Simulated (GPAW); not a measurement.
# HfC (Fm-3m) in GPAW: a series of runs

One crystal, HfC, is run at these levels: PBE, AM05; tasks: band structure, equation of state.

Everything below comes from runs of GPAW 26.7.0. Logs are shortened: lines on timing, memory, paths and dates and some standing lists are left out, and cuts for length are marked. The log counts tension as positive stress, the text compression.

**1. The structure**

It takes space group Fm-3m (No. 225, cubic). Conventional cell: a = 4.650 Å, b = 4.650 Å, c = 4.650 Å, α = 90.00°, β = 90.00°, γ = 90.00°. Hf (site symmetry m-3m) is surrounded by 6 C at 2.33 Å. Around C (site symmetry m-3m) lie 6 Hf at 2.33 Å.

**2. Band structure, PBE, spin-orbit coupling, no magnetisation**

run.py reads:

```python
import numpy as np
from ase.dft.bandgap import bandgap
from ase.io import read, write
from ase.units import GPa
from gpaw import GPAW, PW
from gpaw.spinorbit import soc_eigenstates

atoms = read('HfC.xyz')

calc = GPAW(mode=PW(800),
            xc='PBE',
            kpts={'size': (8, 8, 8), 'gamma': True},
            occupations={'name': 'fermi-dirac', 'width': 0.05},
            nbands=18,
            convergence={'density': 1e-05, 'energy': 1e-05},
            maxiter=150,
            txt='gpaw.txt')
atoms.calc = calc
energy = atoms.get_potential_energy()
forces = atoms.get_forces()
stress = atoms.get_stress()
calc.write('gs.gpw')
write('result.traj', atoms)
print(f'Energy: {energy:.6f} eV')
print('Forces (eV/A):')
print(forces.round(4))
print('Stress (GPa):', (stress / GPa).round(3))
print('Fermi level:', round(calc.get_fermi_level(), 4), 'eV')
print(f'Gap: {bandgap(calc)[0]:.4f} eV, direct: {bandgap(calc, direct=True)[0]:.4f} eV')

path = atoms.cell.bandpath('GXWKGLUWLK,UX', npoints=60, eps=1e-4)
bs_calc = calc.fixed_density(kpts=path, symmetry='off', nbands=27,
                             convergence={'bands': 'CBM+6.0', 'eigenstates': 1e-6}, txt='bands.txt')
bs = bs_calc.band_structure()
bs.write('bs.json')
print(f'Gap on the path: {bandgap(bs_calc)[0]:.4f} eV')

soc = soc_eigenstates(bs_calc, theta=54.7, phi=45)
np.savetxt('soc_bands.dat', soc.eigenvalues(), fmt='%.4f')
mesh = soc_eigenstates('gs.gpw', theta=54.7, phi=45)
np.savetxt('soc_mesh.dat', mesh.eigenvalues(), fmt='%.4f')
print('Fermi level with spin-orbit coupling:', round(mesh.fermi_level, 4), 'eV')
```

HfC.xyz reads:

```xyz
2
Lattice="0.0000000000 2.3250000000 2.3250000000 2.3250000000 0.0000000000 2.3250000000 2.3250000000 2.3250000000 0.0000000000" Properties=species:S:1:pos:R:3 pbc="T T T"
Hf     2.3250000000      2.3250000000      2.3250000000
C      0.0000000000      0.0000000000      0.0000000000
```

Potentials or basis: GPAW PAW data sets (gpaw-data 1.2.1), pw.

On the command line:

```
OMP_NUM_THREADS=1 python run.py
```

gpaw.txt:

```text
__  _  _
 | _ |_)|_||  |
 |__||  | ||/\| - 26.7.0

Input parameters:
  mode=PW(ecut=800.0),
  convergence={'density': 1e-05, 'energy': 1e-05},
  kpts=MonkhorstPack(size=(8, 8, 8), gamma=True),
  maxiter=150,
  nbands=18,
  occupations=Occupations(name='fermi-dirac', width=0.05),
  xc=XC(name='PBE')

Diagonalizing LCAO Hamiltonian
Converting LCAO to pw mode

               Hf

       C

Atoms  # Å, Bohr magnetons
|   | symbol |        x |        y |        z |    initial magnetic moments |
|---|--------|----------|----------|----------|-----------------------------|
| 0 |     Hf | 2.325000 | 2.325000 | 2.325000 | ( 0.0000,  0.0000,  0.0000) |
| 1 |      C | 0.000000 | 0.000000 | 0.000000 | ( 0.0000,  0.0000,  0.0000) |

Unit cell  # Å
| periodic |        x |        y |        z |  lengths |    angles |
|----------|----------|----------|----------|----------|-----------|
|      yes | 0.000000 | 2.325000 | 2.325000 | 3.288047 | 60.000000 |
|      yes | 2.325000 | 0.000000 | 2.325000 | 3.288047 | 60.000000 |
|      yes | 2.325000 | 2.325000 | 0.000000 | 3.288047 | 60.000000 |

Number of symmetries: 48
Symmetry operations  # r_c * U_cc + t_c -> r_c
|    | kind |            matrix            |
|----|------|------------------------------|
|  0 |  σ   |  1, 0, 0,  1, 0,-1,  1,-1, 0 |
|  1 |  C2  |  1, 0, 0,  1,-1, 0,  1, 0,-1 |
|  2 |  E   |  1, 0, 0,  0, 1, 0,  0, 0, 1 |
|  3 |  σ   |  1, 0, 0,  0, 0, 1,  0, 1, 0 |
|  4 |  C4  |  1, 0,-1,  1, 0, 0,  1,-1, 0 |
|  5 |  S6  |  1, 0,-1,  1,-1, 0,  1, 0, 0 |
|  6 |  σ   |  1, 0,-1,  0, 1,-1,  0, 0,-1 |
|  7 |  C3  |  1, 0,-1,  0, 0,-1,  0, 1,-1 |
|  8 |  S6  |  1,-1, 0,  1, 0, 0,  1, 0,-1 |
|  9 |  C4  |  1,-1, 0,  1, 0,-1,  1, 0, 0 |
| 10 |  C3  |  1,-1, 0,  0,-1, 1,  0,-1, 0 |
| 11 |  σ   |  1,-1, 0,  0,-1, 0,  0,-1, 1 |
| 12 |  σ   |  0, 1, 0,  1, 0, 0,  0, 0, 1 |
| 13 |  C4  |  0, 1, 0,  0, 1,-1, -1, 1, 0 |
| 14 |  C3  |  0, 1, 0,  0, 0, 1,  1, 0, 0 |
| 15 |  S6  |  0, 1, 0, -1, 1, 0,  0, 1,-1 |
| 16 |  C2  |  0, 1,-1,  1, 0,-1,  0, 0,-1 |
| 17 |  σ   |  0, 1,-1,  0, 1, 0, -1, 1, 0 |
| 18 |  S4  |  0, 1,-1,  0, 0,-1,  1, 0,-1 |
| 19 |  C4  |  0, 1,-1, -1, 1, 0,  0, 1, 0 |
| 20 |  C3  |  0, 0, 1,  1, 0, 0,  0, 1, 0 |
| 21 |  σ   |  0, 0, 1,  0, 1, 0,  1, 0, 0 |
| 22 |  S6  |  0, 0, 1,  0,-1, 1, -1, 0, 1 |
| 23 |  C4  |  0, 0, 1, -1, 0, 1,  0,-1, 1 |
| 24 |  S4  |  0, 0,-1,  1, 0,-1,  0, 1,-1 |
| 25 |  C3  |  0, 0,-1,  0, 1,-1,  1, 0,-1 |
| 26 |  C2  |  0, 0,-1,  0,-1, 0, -1, 0, 0 |
| 27 |  S6  |  0, 0,-1, -1, 0, 0,  0,-1, 0 |
| 28 |  S4  |  0,-1, 1,  1,-1, 0,  0,-1, 0 |
| 29 |  C4  |  0,-1, 1,  0, 0, 1, -1, 0, 1 |
| 30 |  C2  |  0,-1, 1,  0,-1, 0,  1,-1, 0 |
| 31 |  σ   |  0,-1, 1, -1, 0, 1,  0, 0, 1 |
| 32 |  C3  |  0,-1, 0,  1,-1, 0,  0,-1, 1 |
| 33 |  S6  |  0,-1, 0,  0, 0,-1, -1, 0, 0 |
| 34 |  S4  |  0,-1, 0,  0,-1, 1,  1,-1, 0 |
| 35 |  C2  |  0,-1, 0, -1, 0, 0,  0, 0,-1 |
| 36 |  C2  | -1, 1, 0,  0, 1, 0,  0, 1,-1 |
| 37 |  S6  | -1, 1, 0,  0, 1,-1,  0, 1, 0 |
| 38 |  S4  | -1, 1, 0, -1, 0, 1, -1, 0, 0 |
| 39 |  C3  | -1, 1, 0, -1, 0, 0, -1, 0, 1 |
| 40 |  S6  | -1, 0, 1,  0, 0, 1,  0,-1, 1 |
| 41 |  C2  | -1, 0, 1,  0,-1, 1,  0, 0, 1 |
| 42 |  C3  | -1, 0, 1, -1, 1, 0, -1, 0, 0 |
| 43 |  S4  | -1, 0, 1, -1, 0, 0, -1, 1, 0 |
| 44 |  C2  | -1, 0, 0,  0, 0,-1,  0,-1, 0 |
| 45 |  i   | -1, 0, 0,  0,-1, 0,  0, 0,-1 |
| 46 |  σ   | -1, 0, 0, -1, 1, 0, -1, 0, 1 |
| 47 |  C2  | -1, 0, 0, -1, 0, 1, -1, 1, 0 |

BZ-sampling:
  Number of BZ points: 512
  Number of IBZ points: 29

  Monkhorst-Pack size: [8, 8, 8]
  Monkhorst-Pack shift: [0.0625, 0.0625, 0.0625]

K-points  # in reciprocal-cell coordinates
|     |                                coordinates |     weight |
|-----|--------------------------------------------|------------|
|   0 | (  0.00000000,   0.00000000,   0.00000000) | 0.00195312 |
|   1 | (  0.12500000,   0.12500000,   0.00000000) | 0.01171875 |
|   2 | (  0.12500000,   0.12500000,   0.12500000) | 0.01562500 |
|   3 | (  0.25000000,   0.12500000,   0.12500000) | 0.02343750 |
|   4 | (  0.25000000,   0.25000000,   0.00000000) | 0.01171875 |
|   5 | (  0.25000000,   0.25000000,   0.12500000) | 0.04687500 |
|   6 | (  0.25000000,   0.25000000,   0.25000000) | 0.01562500 |
|   7 | (  0.37500000,   0.25000000,  -0.37500000) | 0.04687500 |
|   8 | (  0.37500000,   0.25000000,   0.12500000) | 0.04687500 |
|   9 | (  0.37500000,   0.25000000,   0.25000000) | 0.04687500 |
| ... |                                            |            |
|  28 | (  0.50000000,   0.50000000,   0.50000000) | 0.00781250 |

Plane wave coefficients: 1308
Cutoff: 800.0 eV

Spin-components: 1 (collinear spins)
Bands:           18
Projectors:      11
Spin-degeneracy: 2
Datatype:        complex128

Parallelization:
  kpt:    1
  domain: 1
  band:   1

Density:
  Valence electrons: 16.0
  Components: 1
  Grid points: [24 24 24]
  Charge: 0.0  # |e|

Potential:
  Grid points: [24 24 24]

species:
  Hf:
    name:    Hafnium
    Z:       72.0
    valence: 12
    core:    60
    charge:  0.0  # [|e|]
    compensation charges:
      type: gauss
      rc: 0.41  # [Å]
      lmax: 2
    cutoffs:
      filter: 2.36  # [Å]
      core: 4.02  # [Å]
    projectors
    | kind |    occ | energy [eV] | rcut [Å] |
    |------|--------|-------------|----------|
    |   5s |  2.000 |     -66.831 |    1.397 |
    |   6s |  2.000 |      -5.097 |    1.397 |
    |   5p |  6.000 |     -35.599 |    1.307 |
    |   6p |  0.000 |      -1.401 |    1.307 |
    |   5d |  2.000 |      -2.699 |    1.334 |
    |    d |        |      24.513 |    1.334 |

    Using partial waves for Hf as LCAO basis

  C:
    name:    Carbon
    Z:       6.0
    valence: 4
    core:    2
    charge:  0.0  # [|e|]
    compensation charges:
      type: gauss
      rc: 0.20  # [Å]
      lmax: 2
    cutoffs:
      filter: 1.14  # [Å]
      core: 1.14  # [Å]
    projectors
    | kind |    occ | energy [eV] | rcut [Å] |
    |------|--------|-------------|----------|
    |   2s |  2.000 |     -13.751 |    0.635 |
    |   2p |  2.000 |      -5.284 |    0.635 |
    |    s |        |      13.461 |    0.635 |
    |    p |        |      21.927 |    0.635 |
    |    d |        |       0.000 |    0.635 |

    Using partial waves for C as LCAO basis

Reference energy: -410913.743391  # eV

eigensolver:
  PPCG
  Converge bands: occupied
  niter=2

density mixing:
  MSR1-Mixer
  Pratt-step length: 0.05
  Maximum mixing coefficient: 0.75
  Old densities: 10
  SVD Regularization: 0.005
  Good broyden scale: 1.0
  Trust region scale: 1.0
  Backstep threshold: 4.0
  History deletion threshold: 6.0
  Fourier metric: weight=20.0, sigma=0.015

occupation numbers:
  Fermi-Dirac:
    width: 0.0500  # eV

poisson solver:
  ecut: 6400.0  # eV

xc functional:
  name: PBE with 2 nearest neighbor stencil

convergence criteria:
- Maximum integral of absolute [dens]ity change: 1e-05 electrons / valence electron
- Maximum [total energy] change in last 3 cyles: 1e-05 eV / valence electron
- Maximum integral of absolute [eigenst]ate change: 4e-08 eV^2 / valence electron
maximum number of iterations: 150

SCF iterations
|iter     | |      energy | eigst |  dens |
|---------|-|-------------|-------|-------|
|iter:   1| |  -20.471365 | -0.35 |       |
|iter:   2| |  -19.876803 | -2.55 | -0.80 |
|iter:   3| |  -18.556789 | -1.52 | -0.87 |
|iter:   4| |  -18.571470 | -3.26 | -1.59 |
|iter:   5| |  -18.582233 | -3.22 | -1.80 |
|iter:   6| |  -18.582195 | -5.28 | -3.05 |
|iter:   7| |  -18.582195c| -6.53 | -3.63 |
|iter:   8| |  -18.582196c| -7.37 | -4.13 |
|iter:   9| |  -18.582196c| -8.96c| -5.34c|

Converged in 9 steps
Energy contributions relative to reference atoms: (reference = -410913.743391)

Energy contributions:
  Kinetic:          20.400626
  Coulomb:         -21.087635
  Zero:             -0.381202
  External:          0.000000
  Xc:              -17.512756
  Entropy:          -0.002459
  Spinorbit:         0.000000
  ----------------------------
  Free energy:     -18.583425
  Extrapolated:    -18.582196

dipole moment: (-9.241281, -9.241281, -9.241281)  # |e|*Ang

Fermi level: 10.917
Eigenvalues  # (at kpt = [0.000, 0.000, 0.000])
| band index |      eig [eV] | occ [0-2] |
|------------|---------------|-----------|
|          0 |       -49.970 |     2.000 |
|          1 |       -18.620 |     2.000 |
|          2 |       -18.620 |     2.000 |
|          3 |       -18.620 |     2.000 |
|          4 |        -1.301 |     2.000 |
|          5 |        12.012 |     0.000 |
|          6 |        12.012 |     0.000 |
|          7 |        12.012 |     0.000 |
|          8 |        12.376 |     0.000 |
|          9 |        12.376 |     0.000 |
|         10 |        12.376 |     0.000 |
|         11 |        14.375 |     0.000 |
|         12 |        14.375 |     0.000 |
|        ... |               |           |
|         17 |        35.277 |     0.000 |

No gap
No difference between direct/indirect transitions

Forces  # eV/Ang
|       x |       y |       z |
|---------|---------|---------|
| 0.00000 | 0.00000 | 0.00000 |  # Hf   0
| 0.00000 | 0.00000 | 0.00000 |  # C    1

Stress tensor  # eV/Ang^3
|         x |         y |         z |
|-----------|-----------|-----------|
| -0.008027 |  0.000000 |  0.000000 |
|  0.000000 | -0.008027 |  0.000000 |
|  0.000000 |  0.000000 | -0.008027 |

# Writing to gs.gpw (mode='')
```

Run time: 38 s. Hardware: 1 thread of Arm Neoverse V1, shared host; peak memory 0.26 GiB.

What came out:

```
Free energy             : -18.5834 eV
Pressure                : 1.3 GPa
Band gap along the path : none (metal or under the smearing width)
```

Levels at the corners of the path, in eV from the Fermi level:
| point | band 13 | band 14 | band 15 | band 16 | band 17 | band 18 | band 19 | band 20 |
| --- | --- | --- | --- | --- | --- | --- | --- | --- |
| Γ | 1.11 | 1.11 | 1.11 | 1.11 | 1.26 | 1.26 | 1.26 | 1.26 |
| X | -1.78 | -1.78 | -0.20 | -0.20 | 0.20 | 0.20 | 5.26 | 5.26 |
| W | -2.98 | -2.98 | -2.33 | -2.33 | 3.64 | 3.64 | 3.70 | 3.70 |
| K | -2.64 | -2.64 | -1.57 | -1.57 | 1.59 | 1.59 | 5.68 | 5.68 |
| Γ | 1.11 | 1.11 | 1.11 | 1.11 | 1.26 | 1.26 | 1.26 | 1.26 |
| L | -3.03 | -3.03 | -2.94 | -2.94 | 5.23 | 5.23 | 5.25 | 5.25 |
| U | -2.64 | -2.64 | -1.57 | -1.57 | 1.59 | 1.59 | 5.68 | 5.68 |
| W | -2.98 | -2.98 | -2.33 | -2.33 | 3.64 | 3.64 | 3.70 | 3.70 |
| L | -3.03 | -3.03 | -2.94 | -2.94 | 5.23 | 5.23 | 5.25 | 5.25 |
| K | -2.64 | -2.64 | -1.57 | -1.57 | 1.59 | 1.59 | 5.68 | 5.68 |
| U | -2.64 | -2.64 | -1.57 | -1.57 | 1.59 | 1.59 | 5.68 | 5.68 |
| X | -1.78 | -1.78 | -0.20 | -0.20 | 0.20 | 0.20 | 5.26 | 5.26 |

Caveat: spin-orbit coupling was added after a scalar SCF, so levels and gaps hold it while energy, forces, pressure and moments don't; this program's spin-orbit splittings come out too wide for heavy elements.

**3. Equation of state, AM05**

run.py reads:

```python
import spglib
from ase import Atoms
from ase.eos import EquationOfState
from ase.io import Trajectory, read
from ase.units import GPa
from gpaw import GPAW, PW, setup_paths

setup_paths.insert(0, '.')

atoms = read('HfC.cif')
cell, positions, numbers = spglib.find_primitive(
    (atoms.cell[:], atoms.get_scaled_positions(), atoms.numbers), symprec=1e-4)
atoms = Atoms(numbers, cell=cell, scaled_positions=positions, pbc=True)

traj = Trajectory('eos.traj', 'w')
volumes, energies = [], []
for x in [0.94, 0.96, 0.98, 1.0, 1.02, 1.04, 1.06]:
    a = atoms.copy()
    a.set_cell(atoms.cell * x**(1 / 3), scale_atoms=True)
    calc = GPAW(mode=PW(800),
                xc='AM05',
                kpts={'size': (8, 8, 8), 'gamma': True},
                occupations={'name': 'fermi-dirac', 'width': 0.05},
                nbands=18,
                convergence={'density': 1e-05, 'energy': 1e-05},
                maxiter=150,
                txt=f'eos-{x:.2f}.txt')
    a.calc = calc
    energies.append(a.get_potential_energy(force_consistent=True))
    volumes.append(a.get_volume())
    p = -a.get_stress()[:3].mean() / GPa
    calc.write(f'eos-{x:.2f}.gpw')
    traj.write(a)
    print(f'{x:.2f} {volumes[-1]:10.4f} A^3 {energies[-1]:14.6f} eV {p:9.3f} GPa', flush=True)

v0, e0, B = EquationOfState(volumes, energies, eos='birchmurnaghan').fit()
print(f'V0 = {v0:.4f} A^3, E0 = {e0:.6f} eV, B0 = {B / GPa:.2f} GPa')
```

HfC.cif reads:

```cif
data_HfC
_cell_length_a 4.65000000
_cell_length_b 4.65000000
_cell_length_c 4.65000000
_cell_angle_alpha 90.00000000
_cell_angle_beta 90.00000000
_cell_angle_gamma 90.00000000
_space_group_name_H-M_alt 'Fm-3m'
_space_group_name_Hall '-F 4 2 3'
_space_group_IT_number 225
loop_
_space_group_symop_operation_xyz
'x,y,z'
'-x,-y,-z'
'-y,x,z'
'y,-x,-z'
'-x,-y,z'
'x,y,-z'
'y,-x,z'
'-y,x,-z'
'x,-y,-z'
'-x,y,z'
'-y,-x,-z'
'y,x,z'
'-x,y,-z'
'x,-y,z'
'y,x,-z'
'-y,-x,z'
'z,x,y'
'-z,-x,-y'
'z,-y,x'
'-z,y,-x'
'z,-x,-y'
'-z,x,y'
'z,y,-x'
'-z,-y,x'
'-z,x,-y'
'z,-x,y'
'-z,-y,-x'
'z,y,x'
'-z,-x,y'
'z,x,-y'
'-z,y,x'
'z,-y,-x'
'y,z,x'
'-y,-z,-x'
'x,z,-y'
'-x,-z,y'
'-y,z,-x'
'y,-z,x'
'-x,z,y'
'x,-z,-y'
'-y,-z,x'
'y,z,-x'
'-x,-z,-y'
'x,z,y'
'y,-z,-x'
'-y,z,x'
'x,-z,y'
'-x,z,-y'
'x,y+1/2,z+1/2'
'-x,-y+1/2,-z+1/2'
'-y,x+1/2,z+1/2'
'y,-x+1/2,-z+1/2'
[... 63 lines left out ...]
'-z+1/2,y,-x+1/2'
'z+1/2,-x,-y+1/2'
'-z+1/2,x,y+1/2'
'z+1/2,y,-x+1/2'
'-z+1/2,-y,x+1/2'
'-z+1/2,x,-y+1/2'
'z+1/2,-x,y+1/2'
'-z+1/2,-y,-x+1/2'
'z+1/2,y,x+1/2'
'-z+1/2,-x,y+1/2'
'z+1/2,x,-y+1/2'
'-z+1/2,y,x+1/2'
'z+1/2,-y,-x+1/2'
'y+1/2,z,x+1/2'
'-y+1/2,-z,-x+1/2'
'x+1/2,z,-y+1/2'
'-x+1/2,-z,y+1/2'
'-y+1/2,z,-x+1/2'
'y+1/2,-z,x+1/2'
'-x+1/2,z,y+1/2'
'x+1/2,-z,-y+1/2'
'-y+1/2,-z,x+1/2'
'y+1/2,z,-x+1/2'
'-x+1/2,-z,-y+1/2'
'x+1/2,z,y+1/2'
'y+1/2,-z,-x+1/2'
'-y+1/2,z,x+1/2'
'x+1/2,-z,y+1/2'
'-x+1/2,z,-y+1/2'
'x+1/2,y+1/2,z'
'-x+1/2,-y+1/2,-z'
'-y+1/2,x+1/2,z'
'y+1/2,-x+1/2,-z'
'-x+1/2,-y+1/2,z'
'x+1/2,y+1/2,-z'
'y+1/2,-x+1/2,z'
'-y+1/2,x+1/2,-z'
'x+1/2,-y+1/2,-z'
'-x+1/2,y+1/2,z'
'-y+1/2,-x+1/2,-z'
'y+1/2,x+1/2,z'
'-x+1/2,y+1/2,-z'
'x+1/2,-y+1/2,z'
'y+1/2,x+1/2,-z'
'-y+1/2,-x+1/2,z'
'z+1/2,x+1/2,y'
'-z+1/2,-x+1/2,-y'
'z+1/2,-y+1/2,x'
'-z+1/2,y+1/2,-x'
'z+1/2,-x+1/2,-y'
'-z+1/2,x+1/2,y'
'z+1/2,y+1/2,-x'
'-z+1/2,-y+1/2,x'
'-z+1/2,x+1/2,-y'
'z+1/2,-x+1/2,y'
'-z+1/2,-y+1/2,-x'
'z+1/2,y+1/2,x'
'-z+1/2,-x+1/2,y'
'z+1/2,x+1/2,-y'
'-z+1/2,y+1/2,x'
'z+1/2,-y+1/2,-x'
'y+1/2,z+1/2,x'
'-y+1/2,-z+1/2,-x'
'x+1/2,z+1/2,-y'
'-x+1/2,-z+1/2,y'
'-y+1/2,z+1/2,-x'
'y+1/2,-z+1/2,x'
'-x+1/2,z+1/2,y'
'x+1/2,-z+1/2,-y'
'-y+1/2,-z+1/2,x'
'y+1/2,z+1/2,-x'
'-x+1/2,-z+1/2,-y'
'x+1/2,z+1/2,y'
'y+1/2,-z+1/2,-x'
'-y+1/2,z+1/2,x'
'x+1/2,-z+1/2,y'
'-x+1/2,z+1/2,-y'
loop_
_atom_site_label
_atom_site_type_symbol
_atom_site_symmetry_multiplicity
_atom_site_Wyckoff_symbol
_atom_site_fract_x
_atom_site_fract_y
_atom_site_fract_z
_atom_site_occupancy
Hf1 Hf 4 b 0.5000000000 0.0000000000 0.0000000000 1
C1 C 4 a 0.0000000000 0.0000000000 0.0000000000 1
```

Potentials or basis: PAW data sets generated in the run's folder for this functional, pw.

On the command line:

```
gpaw-setup -f AM05 C Hf
OMP_NUM_THREADS=1 python run.py
```

It took 2 min on 1 thread of Arm Neoverse V1, shared host; peak memory 0.26 GiB.

Results (log left out):

```
Equilibrium volume                      : 12.27 Å³/atom
Bulk modulus                            : 254 GPa
Pressure derivative of the bulk modulus : 4.1
```

Energy against volume, from the lowest point:
| volume (Å³/atom) | energy (meV/atom) |
| --- | --- |
| 11.814 | 13.93 |
| 12.065 | 2.53 |
| 12.317 | 0.00 |
| 12.568 | 5.51 |
| 12.819 | 18.24 |
| 13.071 | 37.48 |
| 13.322 | 62.61 |
